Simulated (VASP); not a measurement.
# CaO (strained rocksalt), r²SCAN single-point calculation: Ansatz's output and VASP's

```
CELL_PARAMETERS angstrom
0.06278 2.40039 2.40039
2.40039 0.06278 2.40039
2.40039 2.40039 0.06278
ATOMIC_POSITIONS crystal
Ca 0.00000 0.00000 0.00000
O 0.50000 0.50000 0.50000
```

Ansatz printed

```
SCF 1 converged in 6 iterations: F = -2394.066223 eV  dr2 = 4.47e-9
  greatest PAW one-centre occupation: 0.995 electrons in one spin orbital (limit 2), on the Ca atom at site 0 (counted from 0), in its partial waves of l = 0
NSCF: frozen V_eff on 7 k-points
SCF converged after 6 iterations
Free energy (F): -2394.066223 eV
Harris-Foulkes:  -2394.066223 eV  (|F-HF|=1.18e-9)
Internal energy: -2394.066223 eV  (E = F + TS)
E sigma→0 (E₀):  -2394.066223 eV
Fermi energy:    7.896616 eV
--- Per-component energies (eV) ---
  E_band       = -105.443390
  E_kinetic    = 458.568615
  E_local      = -868.054871  (includes V_loc(G=0)·N_el)
  E_nonlocal   = 110.592810
  E_hartree    = 288.178209
  E_xc         = -212.760309
  E_vxc        = -303.306088  (∫ρ·V_xc dr)
  E_paw        = -1023.798766  (= ΣΔE_a)
  E_vpaw       = -98.198860  (= ΣTr[D̂ρ^β])
  E_aug_tail   = 0.001070  (compensation charges beyond the density's cutoff)
  E_vtau       = 18.597080  (kinetic-family band-sum trace: ∫τ·v_τ [+ j·A + Jᵃ·Aᵃ] dr)
  E_ewald      = -1146.540376
  E_core_change = -0.252606  (= ΣΔE_core)
  E_smearing   = -0.000000  (= −TS)
  E_closure    = 0.000000  (closes the sum)
  Σ components = -2394.066223   (vs F -2394.066223, Δ=0.00e0)
--- Forces (eV/Å), atoms counted from 1 ---
  atom   1  Ca    -0.00000000     0.00000000    -0.00000000
  atom   2  O      0.00000000     0.00000000    -0.00000000
  max |Σ_I F_I| component: 6.31e-30 eV/Å
--- Stress (GPa, compression-positive) ---
        4.513396      -2.256655      -2.256655
       -2.256655       4.513396      -2.256655
       -2.256655      -2.256655       4.513396
  P = ⅓ Tr σ = 4.5134 GPa (45.134 kbar)
--- Band table (eV; the first three rows and the last of 116) ---
  k-point 0: bands = ["-31.0455", "-10.9066", "-10.9001", "-10.9001", "-8.7057", "7.7546", "7.8966", "7.8966", "13.6040", "14.5828", "14.9204", "14.9204"]
  k-point 1: bands = ["-31.0334", "-11.1035", "-10.9102", "-10.9074", "-8.5004", "7.5130", "7.6253", "7.7514", "14.0377", "14.7853", "14.8868", "15.1106"]
  k-point 2: bands = ["-31.0016", "-11.5258", "-10.9265", "-10.9212", "-8.0705", "6.7351", "7.2411", "7.4014", "14.7337", "15.0855", "15.5015", "15.6409"]
  k-point 115: bands = ["-30.9383", "-12.3127", "-10.9421", "-10.9421", "-7.2084", "5.1380", "6.7166", "6.7166", "15.6368", "16.9553", "16.9553", "17.4420"]
```

Datasets and cutoffs are each program's own. VASP's cell holds 16 valence electrons and Ansatz's 16. Ansatz's stress includes a Pulay correction; VASP's doesn't.

What does VASP give for the same cell and level of theory?

gap between bands v and c 4.11 eV; least direct gap 4.46 eV; pressure 5.8 GPa.

From OUTCAR

```
k-points           NKPTS =    116   k-points in BZ     NKDIM =    116   number of bands    NBANDS=     15

   NELECT =      16.0000    total number of electrons

   dimension x,y,z NGX =    28 NGY =   28 NGZ =   28
   dimension x,y,z NGXF=    56 NGYF=   56 NGZF=   56

  energy-cutoff  :      520.00
  volume of cell :       26.58
      direct lattice vectors                 reciprocal lattice vectors
     0.062778417  2.400389790  2.400389790    -0.216654473  0.211132631  0.211132631
     2.400389790  0.062778417  2.400389790     0.211132631 -0.216654473  0.211132631
     2.400389790  2.400389790  0.062778417     0.211132631  0.211132631 -0.216654473

 k-points in reciprocal lattice and weights: KPOINTS created by Atomic Simulation Env
   0.00000000  0.00000000  0.00000000       0.001
   0.10000000 -0.00000000 -0.00000000       0.006
   0.20000000 -0.00000000 -0.00000000       0.006
   0.30000000 -0.00000000 -0.00000000       0.006
   0.40000000 -0.00000000  0.00000000       0.006
   0.50000000  0.00000000  0.00000000       0.003
   0.10000000  0.10000000 -0.00000000       0.006
   0.20000000  0.10000000 -0.00000000       0.012
   ...

 E-fermi :   2.5344

 k-point     1 :       0.0000    0.0000    0.0000
  band No.  band energies     occupation
      1     -36.6207      2.00000
      2     -16.4815      2.00000
      3     -16.4746      2.00000
      4     -16.4746      2.00000
      5     -14.2870      2.00000
      6       2.1809      2.00000
      7       2.3224      2.00000
      8       2.3224      2.00000
      9       8.0208      0.00000
     10       9.0062      0.00000
     11       9.3457      0.00000
     12       9.3457      0.00000
     13      10.9111      0.00000
     14      10.9111      0.00000
     15      18.3380      0.00000

 k-point     2 :       0.1000   -0.0000   -0.0000
  band No.  band energies     occupation
      1     -36.6084      2.00000
      2     -16.6807      2.00000
      3     -16.4852      2.00000
      4     -16.4821      2.00000
      5     -14.0787      2.00000
      6       1.9378      2.00000
      7       2.0496      2.00000
      8       2.1754      2.00000
      9       8.4552      0.00000
     10       9.2094      0.00000
     11       9.3124      0.00000
     12       9.5372      0.00000
     13      11.1727      0.00000
     14      11.1732      0.00000
     15      18.8059      0.00000

 k-point     3 :       0.2000   -0.0000   -0.0000
  band No.  band energies     occupation
      1     -36.5762      2.00000
      2     -17.1069      2.00000
      3     -16.5014      2.00000
      4     -16.4965      2.00000
      5     -13.6439      2.00000
      6       1.1576      2.00000
      7       1.6613      2.00000
      8       1.8216      2.00000
      9       9.1586      0.00000
     10       9.5091      0.00000
     11       9.9247      0.00000
     12      10.0711      0.00000
     13      11.8488      0.00000
     14      11.8545      0.00000
     15      19.5638      0.00000

 k-point     4 :       0.3000   -0.0000   -0.0000
  band No.  band energies     occupation
      1     -36.5361      2.00000
      2     -17.5212      2.00000
      3     -16.5251      2.00000
      4     -16.5102      2.00000
      5     -13.2171      2.00000
      6       0.3466      2.00000
      7       1.2475      2.00000
      8       1.4326      2.00000
      9       9.4346      0.00000
     10      10.3605      0.00000
     11      10.8127      0.00000
     12      10.9676      0.00000
     13      12.7046      0.00000
     14      12.7177      0.00000
     15      19.2937      0.00000

 k-point     5 :       0.4000   -0.0000    0.0000
  band No.  band energies     occupation
      1     -36.5033      2.00000
      2     -17.8067      2.00000
      3     -16.5441      2.00000
      4     -16.5212      2.00000
      5     -12.9196      2.00000
      6      -0.2315      2.00000
      7       0.9456      2.00000
      8       1.1477      2.00000
      9       9.8706      0.00000
     10      11.1219      0.00000
     11      11.4969      0.00000
     12      11.6966      0.00000
     13      13.4835      0.00000
     14      13.4989      0.00000
     15      18.5369      0.00000

 k-point     6 :       0.5000    0.0000    0.0000
  band No.  band energies     occupation
      1     -36.4908      2.00000
      2     -17.9076      2.00000
      3     -16.5513      2.00000
      4     -16.5253      2.00000
      5     -12.8135      2.00000
      6      -0.4393      2.00000
      7       0.8366      2.00000
      8       1.0447      2.00000
      9      10.1323      0.00000
     10      11.4843      0.00000
     11      11.7810      0.00000
     12      11.8321      0.00000
     13      13.8343      0.00000
     14      13.8489      0.00000
     15      18.2561      0.00000

 ...

  Total        0.9578565      0.9578565      0.9578565     -0.3694141     -0.3694141     -0.3694141
  in kB       57.7447232     57.7447232     57.7447232    -22.2702607    -22.2702607    -22.2702607
  external PRESSURE =      57.7447232 kB  Pullay stress =       0.0000000 kB

 POSITION                                       TOTAL-FORCE (eV/Angst)
 -----------------------------------------------------------------------------------
      0.00000      0.00000      0.00000         0.000000      0.000000     -0.000000
      2.43178      2.43178      2.43178         0.000000     -0.000000      0.000000
 -----------------------------------------------------------------------------------
    total drift:                                0.000000      0.000000      0.000000

  FREE ENERGIE OF THE ION-ELECTRON SYSTEM (eV)
  ---------------------------------------------------
  free  energy   TOTEN  =       -19.4168340526 eV

  energy  without entropy=      -19.4168340526  energy(sigma->0) =      -19.41683405
```
